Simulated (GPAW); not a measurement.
# W (Pm-3n) in GPAW: convergence with smearing function

Aim: find how far smearing function must go before the results for W settle, at PBEsol. This setting moves, with any that are tied to it; all else stays.

Program: GPAW 26.7.0. These are calculated values, not measurements. Logs are shortened: lines on timing, memory, paths and dates and some standing lists are left out, and cuts for length are marked. The log counts tension as positive stress, the text compression.

**1. The structure**

It takes space group Pm-3n (No. 223, cubic). Conventional cell: a = 5.083 Å, b = 5.083 Å, c = 5.083 Å, α = 90.00°, β = 90.00°, γ = 90.00°. W (site symmetry -4m2) has 6 W at 2.54 to 2.84 Å as nearest neighbours. Around W (site symmetry m-3) lie 12 W at 2.84 Å.

This isn't the form of W at room conditions, which is bcc.

**2. With smearing function fermi-dirac**

The input, run.py:

```python
from ase.dft.bandgap import bandgap
from ase.io import read, write
from ase.units import GPa
from gpaw import GPAW, PW, setup_paths

setup_paths.insert(0, '.')

atoms = read('W.xyz')

calc = GPAW(mode=PW(600),
            xc='PBEsol',
            kpts={'size': (4, 4, 4), 'gamma': True},
            occupations={'name': 'fermi-dirac', 'width': 0.1},
            nbands=94,
            convergence={'density': 1e-05, 'energy': 1e-05},
            maxiter=100,
            txt='gpaw.txt')
atoms.calc = calc
energy = atoms.get_potential_energy()
forces = atoms.get_forces()
stress = atoms.get_stress()
calc.write('gs.gpw')
write('result.traj', atoms)
print(f'Energy: {energy:.6f} eV')
print('Forces (eV/A):')
print(forces.round(4))
print('Stress (GPa):', (stress / GPa).round(3))
print('Fermi level:', round(calc.get_fermi_level(), 4), 'eV')
print(f'Gap: {bandgap(calc)[0]:.4f} eV, direct: {bandgap(calc, direct=True)[0]:.4f} eV')
```

The input, W.xyz:

```xyz
8
Lattice="5.0830000000 0.0000000000 0.0000000000 0.0000000000 5.0830000000 0.0000000000 0.0000000000 0.0000000000 5.0830000000" Properties=species:S:1:pos:R:3 pbc="T T T"
W      2.5415000000      1.2707500000      0.0000000000
W      2.5415000000      3.8122500000      0.0000000000
W      3.8122500000      0.0000000000      2.5415000000
W      1.2707500000      0.0000000000      2.5415000000
W      0.0000000000      2.5415000000      3.8122500000
W      0.0000000000      2.5415000000      1.2707500000
W      2.5415000000      2.5415000000      2.5415000000
W      0.0000000000      0.0000000000      0.0000000000
```

Potentials or basis: PAW data sets generated in the run's folder for this functional, pw.

On the command line:

```
gpaw-setup -f PBEsol W
OMP_NUM_THREADS=1 python run.py
```

gpaw.txt:

```text
__  _  _
 | _ |_)|_||  |
 |__||  | ||/\| - 26.7.0

Input parameters:
  mode=PW(ecut=600.0),
  convergence={'density': 1e-05, 'energy': 1e-05},
  kpts=MonkhorstPack(size=(4, 4, 4), gamma=True),
  maxiter=100,
  nbands=94,
  occupations=Occupations(name='fermi-dirac', width=0.1),
  xc=XC(name='PBEsol')

Diagonalizing LCAO Hamiltonian
Converting LCAO to pw mode
    .-----------.
   /|           |
  / |           |
 * W|           |
 |  |           |
 |  |    W      |
 | WW-----W-----.
 | /     W     /
 |/     W     /
 W-----------*

Atoms  # Å, Bohr magnetons
|   | symbol |        x |        y |        z |    initial magnetic moments |
|---|--------|----------|----------|----------|-----------------------------|
| 0 |      W | 2.541500 | 1.270750 | 0.000000 | ( 0.0000,  0.0000,  0.0000) |
| 1 |      W | 2.541500 | 3.812250 | 0.000000 | ( 0.0000,  0.0000,  0.0000) |
| 2 |      W | 3.812250 | 0.000000 | 2.541500 | ( 0.0000,  0.0000,  0.0000) |
| 3 |      W | 1.270750 | 0.000000 | 2.541500 | ( 0.0000,  0.0000,  0.0000) |
| 4 |      W | 0.000000 | 2.541500 | 3.812250 | ( 0.0000,  0.0000,  0.0000) |
| 5 |      W | 0.000000 | 2.541500 | 1.270750 | ( 0.0000,  0.0000,  0.0000) |
| 6 |      W | 2.541500 | 2.541500 | 2.541500 | ( 0.0000,  0.0000,  0.0000) |
| 7 |      W | 0.000000 | 0.000000 | 0.000000 | ( 0.0000,  0.0000,  0.0000) |

Unit cell  # Å
| periodic |        x |        y |        z |  lengths |    angles |
|----------|----------|----------|----------|----------|-----------|
|      yes | 5.083000 | 0.000000 | 0.000000 | 5.083000 | 90.000000 |
|      yes | 0.000000 | 5.083000 | 0.000000 | 5.083000 | 90.000000 |
|      yes | 0.000000 | 0.000000 | 5.083000 | 5.083000 | 90.000000 |

Number of symmetries: 24
Symmetry operations  # r_c * U_cc + t_c -> r_c
|    | kind |            matrix            |
|----|------|------------------------------|
|  0 |  E   |  1, 0, 0,  0, 1, 0,  0, 0, 1 |
|  1 |  σ   |  1, 0, 0,  0, 1, 0,  0, 0,-1 |
|  2 |  σ   |  1, 0, 0,  0,-1, 0,  0, 0, 1 |
|  3 |  C2  |  1, 0, 0,  0,-1, 0,  0, 0,-1 |
|  4 |  C3  |  0, 1, 0,  0, 0, 1,  1, 0, 0 |
|  5 |  S6  |  0, 1, 0,  0, 0, 1, -1, 0, 0 |
|  6 |  S6  |  0, 1, 0,  0, 0,-1,  1, 0, 0 |
|  7 |  C3  |  0, 1, 0,  0, 0,-1, -1, 0, 0 |
|  8 |  C3  |  0, 0, 1,  1, 0, 0,  0, 1, 0 |
|  9 |  S6  |  0, 0, 1,  1, 0, 0,  0,-1, 0 |
| 10 |  S6  |  0, 0, 1, -1, 0, 0,  0, 1, 0 |
| 11 |  C3  |  0, 0, 1, -1, 0, 0,  0,-1, 0 |
| 12 |  S6  |  0, 0,-1,  1, 0, 0,  0, 1, 0 |
| 13 |  C3  |  0, 0,-1,  1, 0, 0,  0,-1, 0 |
| 14 |  C3  |  0, 0,-1, -1, 0, 0,  0, 1, 0 |
| 15 |  S6  |  0, 0,-1, -1, 0, 0,  0,-1, 0 |
| 16 |  S6  |  0,-1, 0,  0, 0, 1,  1, 0, 0 |
| 17 |  C3  |  0,-1, 0,  0, 0, 1, -1, 0, 0 |
| 18 |  C3  |  0,-1, 0,  0, 0,-1,  1, 0, 0 |
| 19 |  S6  |  0,-1, 0,  0, 0,-1, -1, 0, 0 |
| 20 |  σ   | -1, 0, 0,  0, 1, 0,  0, 0, 1 |
| 21 |  C2  | -1, 0, 0,  0, 1, 0,  0, 0,-1 |
| 22 |  C2  | -1, 0, 0,  0,-1, 0,  0, 0, 1 |
| 23 |  i   | -1, 0, 0,  0,-1, 0,  0, 0,-1 |

BZ-sampling:
  Number of BZ points: 64
  Number of IBZ points: 11

  Monkhorst-Pack size: [4, 4, 4]
  Monkhorst-Pack shift: [0.125, 0.125, 0.125]

K-points  # in reciprocal-cell coordinates
|     |                                coordinates |     weight |
|-----|--------------------------------------------|------------|
|   0 | (  0.00000000,   0.00000000,   0.00000000) | 0.01562500 |
|   1 | (  0.25000000,   0.00000000,   0.00000000) | 0.09375000 |
|   2 | (  0.25000000,   0.25000000,   0.00000000) | 0.18750000 |
|   3 | (  0.25000000,   0.25000000,   0.25000000) | 0.12500000 |
|   4 | (  0.50000000,   0.00000000,   0.00000000) | 0.04687500 |
|   5 | (  0.50000000,   0.00000000,   0.25000000) | 0.09375000 |
|   6 | (  0.50000000,   0.25000000,   0.00000000) | 0.09375000 |
|   7 | (  0.50000000,   0.25000000,   0.25000000) | 0.18750000 |
|   8 | (  0.50000000,   0.50000000,   0.00000000) | 0.04687500 |
|   9 | (  0.50000000,   0.50000000,   0.25000000) | 0.09375000 |
| ... |                                            |            |
|  10 | (  0.50000000,   0.50000000,   0.50000000) | 0.01562500 |

Plane wave coefficients: 4428
Cutoff: 600.0 eV

Spin-components: 1 (collinear spins)
Bands:           94
Projectors:      48
Spin-degeneracy: 2
Datatype:        complex128

Parallelization:
  kpt:    1
  domain: 1
  band:   1

Density:
  Valence electrons: 112.0
  Components: 1
  Grid points: [30 30 30]
  Charge: 0.0  # |e|

Potential:
  Grid points: [30 30 30]

species:
  W:
    name:    Tungsten
    Z:       74.0
    valence: 14
    core:    60
    charge:  0.0  # [|e|]
    compensation charges:
      type: gauss
      rc: 0.40  # [Å]
      lmax: 2
    cutoffs:
      filter: 2.36  # [Å]
      core: 3.02  # [Å]
    projectors
    | kind |    occ | energy [eV] | rcut [Å] |
    |------|--------|-------------|----------|
    |   5s |  2.000 |     -78.864 |    1.344 |
    |   6s |  2.000 |      -5.730 |    1.344 |
    |   5p |  6.000 |     -43.252 |    1.355 |
    |   6p |  0.000 |      -1.338 |    1.355 |
    |   5d |  4.000 |      -4.526 |    1.228 |
    |    d |        |      22.686 |    1.228 |

    Using partial waves for W as LCAO basis

Reference energy: -3509142.169390  # eV

eigensolver:
  PPCG
  Converge bands: occupied
  niter=2

density mixing:
  MSR1-Mixer
  Pratt-step length: 0.05
  Maximum mixing coefficient: 0.75
  Old densities: 10
  SVD Regularization: 0.005
  Good broyden scale: 1.0
  Trust region scale: 1.0
  Backstep threshold: 4.0
  History deletion threshold: 6.0
  Fourier metric: weight=20.0, sigma=0.015

occupation numbers:
  Fermi-Dirac:
    width: 0.1000  # eV

poisson solver:
  ecut: 4800.0  # eV

xc functional:
  name: PBEsol with 2 nearest neighbor stencil

convergence criteria:
- Maximum integral of absolute [dens]ity change: 1e-05 electrons / valence electron
- Maximum [total energy] change in last 3 cyles: 1e-05 eV / valence electron
- Maximum integral of absolute [eigenst]ate change: 4e-08 eV^2 / valence electron
maximum number of iterations: 100

SCF iterations
|iter     | |      energy | eigst |  dens |
|---------|-|-------------|-------|-------|
|iter:   1| | -100.630143 | +0.06 |       |
|iter:   2| | -100.351264 | -2.32 | -1.21 |
|iter:   3| |  -98.812188 | -1.26 | -1.23 |
|iter:   4| |  -99.149497 | -2.03 | -1.71 |
|iter:   5| |  -98.531612 | -2.39 | -1.59 |
|iter:   6| |  -98.539046 | -3.64 | -2.17 |
|iter:   7| |  -98.541994 | -4.42 | -2.85 |
|iter:   8| |  -98.538894 | -4.75 | -2.82 |
|iter:   9| |  -98.538901 | -5.91 | -3.41 |
|iter:  10| |  -98.538905c| -7.52c| -4.27 |
|iter:  11| |  -98.538904c| -7.76c| -4.75 |
|iter:  12| |  -98.538904c| -8.34c| -5.56c|

Converged in 12 steps
Energy contributions relative to reference atoms: (reference = -3509142.169390)

Energy contributions:
  Kinetic:          14.642088
  Coulomb:         -32.862163
  Zero:             -0.253363
  External:          0.000000
  Xc:              -80.022135
  Entropy:          -0.086664
  Spinorbit:         0.000000
  ----------------------------
  Free energy:     -98.582237
  Extrapolated:    -98.538904

dipole moment: (-56.982725, -56.982725, -56.982725)  # |e|*Ang

Fermi level: 13.697
Eigenvalues  # (at kpt = [0.000, 0.000, 0.000])
| band index |      eig [eV] | occ [0-2] |
|------------|---------------|-----------|
|          0 |       -60.213 |     2.000 |
|        ... |               |           |
|         49 |        11.583 |     2.000 |
|         50 |        11.583 |     2.000 |
|         51 |        11.583 |     2.000 |
|         52 |        12.180 |     2.000 |
|         53 |        12.180 |     2.000 |
|         54 |        13.180 |     1.989 |
[... 8 lines left out ...]
|         63 |        15.427 |     0.000 |
|         64 |        15.427 |     0.000 |
|        ... |               |           |
|         93 |        28.161 |     0.000 |

No gap
No difference between direct/indirect transitions

Forces  # eV/Ang
|        x |        y |        z |
|----------|----------|----------|
|  0.00000 |  0.00001 |  0.00000 |  # W    0
|  0.00000 | -0.00001 |  0.00000 |  # W    1
| -0.00001 |  0.00000 |  0.00000 |  # W    2
|  0.00001 |  0.00000 |  0.00000 |  # W    3
|  0.00000 |  0.00000 | -0.00001 |  # W    4
|  0.00000 |  0.00000 |  0.00001 |  # W    5
|  0.00000 |  0.00000 |  0.00000 |  # W    6
| -0.00000 | -0.00000 | -0.00000 |  # W    7

Stress tensor  # eV/Ang^3
|        x |        y |        z |
|----------|----------|----------|
| 0.059488 | 0.000000 | 0.000000 |
| 0.000000 | 0.059488 | 0.000000 |
| 0.000000 | 0.000000 | 0.059488 |

# Writing to gs.gpw (mode='')
```

It took 1.7 min on 1 thread of Arm Neoverse V2, shared host; peak memory 0.31 GiB.

What came out:

| Property | Result |
| --- | --- |
| Free energy | -98.5822 eV |
| Pressure | -9.5 GPa |
| Band gap on the k mesh | none (metal or under the smearing width) |

**3. With smearing function gaussian**

Edit run.py of step 2 so:

```diff
@@ -12,3 +12,3 @@
             kpts={'size': (4, 4, 4), 'gamma': True},
-            occupations={'name': 'fermi-dirac', 'width': 0.1},
+            occupations={'name': 'methfessel-paxton', 'order': 0, 'width': 0.1},
             nbands=94,
```

W.xyz is that of step 2.

Potentials or basis: PAW data sets generated in the run's folder for this functional, pw.

On the command line:

```
gpaw-setup -f PBEsol W
OMP_NUM_THREADS=1 python run.py
```

It took 1.7 min on 1 thread of Arm Neoverse V2, shared host; peak memory 0.31 GiB.

Results (log left out):

```yaml
Free_energy: -98.5459 eV
Pressure: -9.7 GPa
Band_gap_on_the_k_mesh: none (metal or under the smearing width)
```

**4. With smearing function marzari-vanderbilt**

Edit run.py of step 3 so:

```diff
@@ -12,3 +12,3 @@
             kpts={'size': (4, 4, 4), 'gamma': True},
-            occupations={'name': 'methfessel-paxton', 'order': 0, 'width': 0.1},
+            occupations={'name': 'marzari-vanderbilt', 'width': 0.1},
             nbands=94,
```

W.xyz is that of step 3.

On the command line:

```
gpaw-setup -f PBEsol W
OMP_NUM_THREADS=1 python run.py
```

It took 1.7 min on 1 thread of Arm Neoverse V2, shared host; peak memory 0.31 GiB.

It converged, with:

- Free energy: -98.5405 eV
- Pressure: -9.7 GPa
- Band gap on the k mesh: none (metal or under the smearing width)

**5. With smearing function methfessel-paxton**

Edit run.py of step 4 so:

```diff
@@ -12,3 +12,3 @@
             kpts={'size': (4, 4, 4), 'gamma': True},
-            occupations={'name': 'marzari-vanderbilt', 'width': 0.1},
+            occupations={'name': 'methfessel-paxton', 'width': 0.1, 'order': 1},
             nbands=94,
```

W.xyz is that of step 4.

On the command line:

```
gpaw-setup -f PBEsol W
OMP_NUM_THREADS=1 python run.py
```

Wall time 1.7 min (1 thread of Arm Neoverse V2, shared host); peak memory 0.31 GiB.

Results (log left out):

| Quantity | Value |
| --- | --- |
| Free energy | -98.5385 eV |
| Pressure | -9.8 GPa |
| Band gap on the k mesh | none (metal or under the smearing width) |

**6. With smearing function tetrahedron-method**

Edit run.py of step 5 so:

```diff
@@ -12,3 +12,3 @@
             kpts={'size': (4, 4, 4), 'gamma': True},
-            occupations={'name': 'methfessel-paxton', 'width': 0.1, 'order': 1},
+            occupations={'name': 'tetrahedron-method'},
             nbands=94,
```

W.xyz is that of step 5.

Potentials or basis: PAW data sets generated in the run's folder for this functional, pw.

On the command line:

```
gpaw-setup -f PBEsol W
OMP_NUM_THREADS=1 python run.py
```

It took 8.4 min on 1 thread of Arm Neoverse V2, shared host.

The run was cut off at its time limit.

**7. With smearing function improved-tetrahedron-method**

Edit run.py of step 6 so:

```diff
@@ -12,3 +12,3 @@
             kpts={'size': (4, 4, 4), 'gamma': True},
-            occupations={'name': 'tetrahedron-method'},
+            occupations={'name': 'improved-tetrahedron-method'},
             nbands=94,
```

W.xyz is that of step 6.

On the command line:

```
gpaw-setup -f PBEsol W
OMP_NUM_THREADS=1 python run.py
```

Wall time 7.9 min (1 thread of Arm Neoverse V2, shared host).

The run was cut off at its time limit.

**8. Result**

```
          smearing function  energy less the tightest run, at zero smearing (meV/atom)  pressure (GPa)  SCF cycles  CPU time (s)  peak memory (GiB)
                fermi-dirac                                                      -0.01           -9.53          12           100               0.31
                   gaussian                                                      -0.01           -9.68          12           100               0.31
         marzari-vanderbilt                                                      -0.20           -9.71          12           100               0.31
          methfessel-paxton                                                       0.00           -9.77          12           100               0.31
         tetrahedron-method                                      timed out after 500 s               -           -             -                  -
improved-tetrahedron-method                                      timed out after 470 s               -           -             -                  -
```

Against the tightest run, the energy stays within 1 meV/atom from fermi-dirac on; the pressure stays within 0.1 GPa from gaussian on. Narrower smearing needs a denser k mesh, so at a fixed mesh the narrowest width isn't the most accurate. The tightest run that finished is the yardstick and may itself not be fully converged.

Caveats: this smearing can pin the Fermi level at a band edge.
